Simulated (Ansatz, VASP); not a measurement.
**F: VASP beside Ansatz**

```
CELL_PARAMETERS angstrom
3.11583 -1.81971 -0.24032
3.11583 1.81971 -0.24032
-2.33421 0.00000 7.28385
ATOMIC_POSITIONS crystal
F 0.08485 0.08485 0.09400
F 0.91515 0.91515 0.90600
F 0.50157 0.50157 0.59372
F 0.49843 0.49843 0.40628
```

Change from the starting cell: volume 20.139 Å^3 an atom, stretch along a over the lengths across it, relative to the relaxed cell 0.9841.

Alike in both runs: task single point; functional PBEsol; k mesh 4 × 4 × 2; occupations gaussian, width 0.05 eV; no spin polarisation.

|  | VASP | Ansatz |
| --- | --- | --- |
| version | VASP 6.6.1 | Ansatz 0.2.0 |
| potentials or method | VASP PAW PBE potentials, release 64 (F) | scalar-relativistic, plane waves, PAW |
| plane-wave cutoff (eV) | 520 | 520 |
| valence electrons in the cell | 28 | 28 |

Ansatz gave:

```
gap on the k mesh at the Fermi level (eV)       : 2.81
least direct gap on the mesh (eV)               : 2.88
pressure (GPa)                                  : -1.8
largest component of the traceless stress (GPa) : 2.83
rms of the force components (eV/Å)              : 0.526
```

Estimate VASP's values.

gap on the k mesh at the Fermi level (eV): 2.73; least direct gap on the mesh (eV): 2.81; pressure (GPa): -1.6; largest component of the traceless stress (GPa): 1.65; rms of the force components (eV/Å): 0.307.

Atom by atom the forces differ by 0.219 eV/Å (rms over components).

Caveats: the k mesh is coarse (spacing up to 0.51 Å⁻¹), so the values aren't converged; the PAW data sets were made with another functional, which shifts forces and pressure a little (VASP). A k mesh can miss the band edges.
